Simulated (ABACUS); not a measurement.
# Au (Fm-3m) in ABACUS: notebook, part 2 of 2

ABACUS 3.10.1.

## (3) Equation of state, SCAN, 15.84 Å³/atom (volume scaled by 0.94)

run_abacus.py reads:

```python
"""ABACUS run from a structure file: ASE reads it, the script writes STRU, KPT and INPUT."""
import re
import subprocess
import spglib
from ase import Atoms
from ase.io import read
from ase.units import Bohr

atoms = read("Au.cif")
cell, frac, numbers = spglib.standardize_cell((atoms.cell[:], atoms.get_scaled_positions(), atoms.numbers), to_primitive=True, symprec=1e-4)
atoms = Atoms(numbers=numbers, cell=cell, scaled_positions=frac, pbc=True)  # the primitive cell
atoms = atoms[(-atoms.numbers).argsort(kind="stable")]  # ABACUS lists atoms element by element
pseudo = {'Au': 'Au_ONCV_PBE-1.2.upf'}
orbital = {'Au': 'Au_confined-atom_7au_3s2p2d1f.orb'}
magmoms = None
kmesh = [8, 8, 8]
params = {
    'suffix': 'Au',
    'calculation': 'scf',
    'basis_type': 'lcao',
    'pseudo_dir': './',
    'orbital_dir': './',
    'symmetry': 1,
    'dft_functional': 'scan',
    'ecutwfc': 100,
    'pseudo_rcut': 10,
    'nspin': 1,
    'nbands': 14,
    'ks_solver': 'genelpa',
    'smearing_method': 'fd',
    'smearing_sigma': 0.00367493,
    'scf_thr': 1e-07,
    'scf_nmax': 100,
    'mixing_type': 'broyden',
    'mixing_beta': 0.7,
    'cal_force': 1,
    'cal_stress': 1,
    'mixing_tau': 1,
    'out_mul': 1,
}

symbols = atoms.get_chemical_symbols()
elements = list(dict.fromkeys(symbols))
lines = ["ATOMIC_SPECIES"] + [f"{e} {atoms.get_masses()[symbols.index(e)]:.4f} {pseudo[e]}" for e in elements]
if orbital:
    lines += ["", "NUMERICAL_ORBITAL"] + [orbital[e] for e in elements]
lines += ["", "LATTICE_CONSTANT", f"{1 / Bohr:.10f}", "", "LATTICE_VECTORS"]
lines += [" ".join(f"{x:.10f}" for x in v) for v in atoms.cell]
lines += ["", "ATOMIC_POSITIONS", "Direct"]
for e in elements:
    lines += ["", e, "0.0", str(symbols.count(e))]
    for i, p in enumerate(atoms.get_scaled_positions(wrap=False)):
        if symbols[i] == e:
            mag = "" if magmoms is None else " mag " + " ".join(str(x) for x in (magmoms[i] if isinstance(magmoms[i], list) else [magmoms[i]]))
            lines.append(" ".join(f"{x:.10f}" for x in p) + " 1 1 1" + mag)
open("STRU", "w").write("\n".join(lines) + "\n")
open("KPT", "w").write("K_POINTS\n0\nGamma\n%d %d %d 0 0 0\n" % tuple(kmesh))
open("INPUT", "w").write("INPUT_PARAMETERS\n" + "".join(f"{k:<20s}{v}\n" for k, v in params.items()))

done = subprocess.run(['mpirun', '-np', '4', 'abacus'])
if done.returncode:
    raise SystemExit(done.returncode)
log = open("OUT.Au/running_scf.log").read()
print("final energy (eV):", re.findall(r"FINAL_ETOT_IS (\S+)", log))
```

Au.cif reads:

```cif
data_Au
_cell_length_a 3.98691546
_cell_length_b 3.98691546
_cell_length_c 3.98691546
_cell_angle_alpha 90.00000000
_cell_angle_beta 90.00000000
_cell_angle_gamma 90.00000000
_space_group_name_H-M_alt 'Fm-3m'
_space_group_name_Hall '-F 4 2 3'
_space_group_IT_number 225
loop_
_space_group_symop_operation_xyz
'x,y,z'
'-x,-y,-z'
'-y,x,z'
'y,-x,-z'
'-x,-y,z'
'x,y,-z'
'y,-x,z'
'-y,x,-z'
'x,-y,-z'
'-x,y,z'
'-y,-x,-z'
'y,x,z'
'-x,y,-z'
'x,-y,z'
'y,x,-z'
'-y,-x,z'
'z,x,y'
'-z,-x,-y'
'z,-y,x'
'-z,y,-x'
'z,-x,-y'
'-z,x,y'
'z,y,-x'
'-z,-y,x'
'-z,x,-y'
'z,-x,y'
'-z,-y,-x'
'z,y,x'
'-z,-x,y'
'z,x,-y'
'-z,y,x'
'z,-y,-x'
'y,z,x'
'-y,-z,-x'
'x,z,-y'
'-x,-z,y'
'-y,z,-x'
'y,-z,x'
'-x,z,y'
'x,-z,-y'
'-y,-z,x'
'y,z,-x'
'-x,-z,-y'
'x,z,y'
'y,-z,-x'
'-y,z,x'
'x,-z,y'
'-x,z,-y'
'x,y+1/2,z+1/2'
'-x,-y+1/2,-z+1/2'
'-y,x+1/2,z+1/2'
[... 62 lines left out ...]
'-z+1/2,-x,-y+1/2'
'z+1/2,-y,x+1/2'
'-z+1/2,y,-x+1/2'
'z+1/2,-x,-y+1/2'
'-z+1/2,x,y+1/2'
'z+1/2,y,-x+1/2'
'-z+1/2,-y,x+1/2'
'-z+1/2,x,-y+1/2'
'z+1/2,-x,y+1/2'
'-z+1/2,-y,-x+1/2'
'z+1/2,y,x+1/2'
'-z+1/2,-x,y+1/2'
'z+1/2,x,-y+1/2'
'-z+1/2,y,x+1/2'
'z+1/2,-y,-x+1/2'
'y+1/2,z,x+1/2'
'-y+1/2,-z,-x+1/2'
'x+1/2,z,-y+1/2'
'-x+1/2,-z,y+1/2'
'-y+1/2,z,-x+1/2'
'y+1/2,-z,x+1/2'
'-x+1/2,z,y+1/2'
'x+1/2,-z,-y+1/2'
'-y+1/2,-z,x+1/2'
'y+1/2,z,-x+1/2'
'-x+1/2,-z,-y+1/2'
'x+1/2,z,y+1/2'
'y+1/2,-z,-x+1/2'
'-y+1/2,z,x+1/2'
'x+1/2,-z,y+1/2'
'-x+1/2,z,-y+1/2'
'x+1/2,y+1/2,z'
'-x+1/2,-y+1/2,-z'
'-y+1/2,x+1/2,z'
'y+1/2,-x+1/2,-z'
'-x+1/2,-y+1/2,z'
'x+1/2,y+1/2,-z'
'y+1/2,-x+1/2,z'
'-y+1/2,x+1/2,-z'
'x+1/2,-y+1/2,-z'
'-x+1/2,y+1/2,z'
'-y+1/2,-x+1/2,-z'
'y+1/2,x+1/2,z'
'-x+1/2,y+1/2,-z'
'x+1/2,-y+1/2,z'
'y+1/2,x+1/2,-z'
'-y+1/2,-x+1/2,z'
'z+1/2,x+1/2,y'
'-z+1/2,-x+1/2,-y'
'z+1/2,-y+1/2,x'
'-z+1/2,y+1/2,-x'
'z+1/2,-x+1/2,-y'
'-z+1/2,x+1/2,y'
'z+1/2,y+1/2,-x'
'-z+1/2,-y+1/2,x'
'-z+1/2,x+1/2,-y'
'z+1/2,-x+1/2,y'
'-z+1/2,-y+1/2,-x'
'z+1/2,y+1/2,x'
'-z+1/2,-x+1/2,y'
'z+1/2,x+1/2,-y'
'-z+1/2,y+1/2,x'
'z+1/2,-y+1/2,-x'
'y+1/2,z+1/2,x'
'-y+1/2,-z+1/2,-x'
'x+1/2,z+1/2,-y'
'-x+1/2,-z+1/2,y'
'-y+1/2,z+1/2,-x'
'y+1/2,-z+1/2,x'
'-x+1/2,z+1/2,y'
'x+1/2,-z+1/2,-y'
'-y+1/2,-z+1/2,x'
'y+1/2,z+1/2,-x'
'-x+1/2,-z+1/2,-y'
'x+1/2,z+1/2,y'
'y+1/2,-z+1/2,-x'
'-y+1/2,z+1/2,x'
'x+1/2,-z+1/2,y'
'-x+1/2,z+1/2,-y'
loop_
_atom_site_label
_atom_site_type_symbol
_atom_site_symmetry_multiplicity
_atom_site_Wyckoff_symbol
_atom_site_fract_x
_atom_site_fract_y
_atom_site_fract_z
_atom_site_occupancy
Au1 Au 4 a 0.0000000000 0.0000000000 0.0000000000 1
```

Potentials or basis: SG15 ONCV 1.2 PBE, DZP LCAO (the cutoffs set its grid).

Started as:

```sh
OMP_NUM_THREADS=1 python run_abacus.py > log
```

running log:

```text
ABACUS v3.10.1

               Atomic-orbital Based Ab-initio Computation at UStc

 ------------------------------------------------------------------------------------

 READING GENERAL INFORMATION
                           global_out_dir = OUT.Au/
                           global_in_card = INPUT
                               pseudo_dir = ./
                              orbital_dir = ./
                                    DSIZE = 4
                                    GSIZE = 1

 READING UNITCELL INFORMATION
                                    ntype = 1
                  lattice constant (Bohr) = 1.88973
              lattice constant (Angstrom) = 1

 READING ATOM TYPE 1
                               atom label = Au
                      L=0, number of zeta = 3
                      L=1, number of zeta = 2
                      L=2, number of zeta = 2
                      L=3, number of zeta = 1
             number of atom for this type = 1

                        TOTAL ATOM NUMBER = 1
DIRECT COORDINATES
    atom                   x                   y                   z     mag                  vx                  vy                  vz
taud_Au1            0.0000000000        0.0000000000        0.0000000000  0.0000        0.0000000000        0.0000000000        0.0000000000

                          Volume (Bohr^3) = 106.917
                             Volume (A^3) = 15.8435

 Lattice vectors: (Cartesian coordinate: in unit of a_0)
                   +0            +1.99346            +1.99346
             +1.99346                  +0            +1.99346
             +1.99346            +1.99346                  +0
 Reciprocal vectors: (Cartesian coordinate: in unit of 2 pi/a_0)
             -0.25082            +0.25082            +0.25082
             +0.25082            -0.25082            +0.25082
             +0.25082            +0.25082            -0.25082
 The esolver type has been set to : ksdft_lcao

                PAO radial cut off (Bohr) = 10

 Read in pseudopotential file is Au_ONCV_PBE-1.2.upf
                     pseudopotential type = NC
          exchange-correlation functional = PBE
                 nonlocal core correction = 0
[... 208 lines left out ...]
 E_KohnSham     -274.6149416741      -3736.3279627050
 E_Harris       -274.0323108983      -3728.4008643247
 E_Fermi        1.6550932183         22.5186984894
----------------------------------------------------------
[... 113 lines left out ...]
 Density error is 5.83609894349e-10
----------------------------------------------------------
     Energy           Rydberg                 eV
----------------------------------------------------------
 E_KohnSham     -274.6451209073      -3736.7385722379
 E_KS(sigma->0) -274.6449385041      -3736.7360905159
 E_Harris       -274.6451209493      -3736.7385728101
 E_band         -14.4519205579       -196.6284666308
 E_one_elec     -79.6397080269       -1083.5538162227
 E_Hartree      50.0881425015        681.4841402561
 E_xc           -25.4096177284       -345.7155851087
 E_Ewald        -219.6835728471      -2988.9483477186
 E_entropy(-TS) -0.0003648063        -0.0049634439
 E_descf        0.0000000000         0.0000000000
 E_exx          0.0000000000         0.0000000000
 E_Fermi        1.6579919073         22.5581371778
----------------------------------------------------------

 charge density convergence is achieved
 final etot is -3736.7385722 eV
 EFERMI = 22.558137178 eV

 STATE ENERGY(eV) AND OCCUPATIONS    NSPIN == 1
 1/29 kpoint (Cartesian) = 0.0000 0.0000 0.0000 (454 pws)
       1       -86.1109     0.00390625
       2       -36.5118     0.00390625
       3       -36.5118     0.00390625
       4       -36.5118     0.00390625
       5        11.4235     0.00390625
       6        17.2527     0.00390625
       7        17.2527     0.00390625
       8        17.2527     0.00390625
       9        19.0202     0.00390625
      10        19.0202     0.00390625
      11        37.8989        0.00000
      12        42.4665        0.00000
      13        42.4665        0.00000
      14        42.4665        0.00000
[... 66 lines left out ...]
       1       -86.1072      0.0234375
       2       -36.5561      0.0234375
       3       -36.5292      0.0234375
       4       -36.5292      0.0234375
       5        12.2183      0.0234375
       6        16.8281      0.0234375
       7        17.6309      0.0234375
       8        17.6309      0.0234375
       9        18.5674      0.0234375
      10        19.2015      0.0234375
      11        38.9711        0.00000
      12        41.2550        0.00000
      13        41.9202        0.00000
      14        41.9202        0.00000

[... levels at 23 further k points ...]

 correction force for each atom along direction 1 is 7.33392e-14
 correction force for each atom along direction 2 is 2.06552e-13
 correction force for each atom along direction 3 is 1.32740e-13
------------------------------------------------------------------------------------------
 TOTAL-FORCE (eV/Angstrom)
------------------------------------------------------------------------------------------
                       Au1         0.0000000000         0.0000000000         0.0000000000
------------------------------------------------------------------------------------------

----------------------------------------------------------------
 TOTAL-STRESS (KBAR)
----------------------------------------------------------------
       212.6518791962         0.0000000000        -0.0000000000
         0.0000000000       212.6518791962         0.0000000000
         0.0000000000        -0.0000000000       212.6518791962
----------------------------------------------------------------
 TOTAL-PRESSURE: 212.651879 KBAR

 --------------------------------------------
 !FINAL_ETOT_IS -3736.7385722378626269 eV
 --------------------------------------------
```

It took 16 s on 4 MPI ranks of Intel Xeon Platinum 8488C (Sapphire Rapids), shared host; peak memory 0.36 GiB.

Results:

```yaml
Free_energy: -3736.7386 eV
Pressure: 21.3 GPa
Band_gap_on_the_k_mesh: none (metal or under the smearing width)
```

Caveat: the atomic orbitals were generated for these runs and aren't a published set; the potentials were made for another functional, which shifts forces and pressure; the basis of atomic orbitals isn't converged, which shifts pressures, moduli and gaps.

## (4) Equation of state, SCAN, 16.52 Å³/atom (volume scaled by 0.98)

run_abacus.py is that of step 3.

Changes to Au.cif since step 3:

```diff
@@ -1,5 +1,5 @@
 data_Au
-_cell_length_a 3.98691546
-_cell_length_b 3.98691546
-_cell_length_c 3.98691546
+_cell_length_a 4.04268374
+_cell_length_b 4.04268374
+_cell_length_c 4.04268374
 _cell_angle_alpha 90.00000000
```

Started as:

```sh
OMP_NUM_THREADS=1 python run_abacus.py > log
```

It took 14 s on 4 MPI ranks of Intel Xeon Platinum 8488C (Sapphire Rapids), shared host; peak memory 0.4 GiB.

It converged, with:

```
Free energy            : -3736.8056 eV
Pressure               : 11.0 GPa
Band gap on the k mesh : none (metal or under the smearing width)
```

Caveat: the atomic orbitals were generated for these runs and aren't a published set; the potentials were made for another functional, which shifts forces and pressure; the basis of atomic orbitals isn't converged, which shifts pressures, moduli and gaps.

## (5) Equation of state, SCAN, 17.19 Å³/atom (volume scaled by 1.02)

run_abacus.py is that of step 4.

Changes to Au.cif since step 4:

```diff
@@ -1,5 +1,5 @@
 data_Au
-_cell_length_a 4.04268374
-_cell_length_b 4.04268374
-_cell_length_c 4.04268374
+_cell_length_a 4.09695443
+_cell_length_b 4.09695443
+_cell_length_c 4.09695443
 _cell_angle_alpha 90.00000000
```

Started as:

```sh
OMP_NUM_THREADS=1 python run_abacus.py > log
```

Wall time 13 s (4 MPI ranks of Intel Xeon Platinum 8488C (Sapphire Rapids), shared host); peak memory 0.36 GiB.

The run converged. Its results:

```
Free energy            : -3736.8342 eV
Pressure               : 3.0 GPa
Band gap on the k mesh : none (metal or under the smearing width)
```

Caveat: the atomic orbitals were generated for these runs and aren't a published set; the potentials were made for another functional, which shifts forces and pressure; the basis of atomic orbitals isn't converged, which shifts pressures, moduli and gaps.

## (6) Equation of state, SCAN, 17.87 Å³/atom (volume scaled by 1.06)

run_abacus.py is that of step 5.

Changes to Au.cif since step 5:

```diff
@@ -1,5 +1,5 @@
 data_Au
-_cell_length_a 4.09695443
-_cell_length_b 4.09695443
-_cell_length_c 4.09695443
+_cell_length_a 4.14982419
+_cell_length_b 4.14982419
+_cell_length_c 4.14982419
 _cell_angle_alpha 90.00000000
```

Potentials or basis: SG15 ONCV 1.2 PBE, DZP LCAO (the cutoffs set its grid).

Started as:

```sh
OMP_NUM_THREADS=1 python run_abacus.py > log
```

Wall time 13 s (4 MPI ranks of Intel Xeon Platinum 8488C (Sapphire Rapids), shared host); peak memory 0.36 GiB.

The run converged. Its results:

```yaml
Free_energy: -3736.8334 eV
Pressure: -3.1 GPa
Band_gap_on_the_k_mesh: none (metal or under the smearing width)
```

Caveat: the atomic orbitals were generated for these runs and aren't a published set; the potentials were made for another functional, which shifts forces and pressure; the basis of atomic orbitals isn't converged, which shifts pressures, moduli and gaps.

## (7) Equation of state, SCAN

No new run: the results of the series are fitted here.

Results:

* Equilibrium volume: 17.50 Å³/atom
* Bulk modulus: 159 GPa
* Pressure derivative of the bulk modulus: 6.0 (rough: it moves with the points fitted)

Energy against volume, from the lowest point:
| volume (Å³/atom) | energy (meV/atom) |
| --- | --- |
| 15.843 | 95.62 |
| 16.518 | 28.62 |
| 17.192 | 0.00 |
| 17.866 | 0.75 |

Caveat: the atomic orbitals were generated for these runs and aren't a published set; the potentials were made for another functional, which shifts forces and pressure; the basis of atomic orbitals isn't converged, which shifts pressures, moduli and gaps. The run has no spin-orbit coupling, so splittings on Au are missing.

## (8) How close it comes

Step 7. Measured bulk modulus of Au: 167 GPa (quoted in “Exploring toroidal anvil profiles for larger sample volumes above 4 Mbar”, 2024, pmc:11102561). This calculation gives 159 GPa (-4.7 %). The fit is for a static lattice scaled at fixed shape and fixed fractional positions.
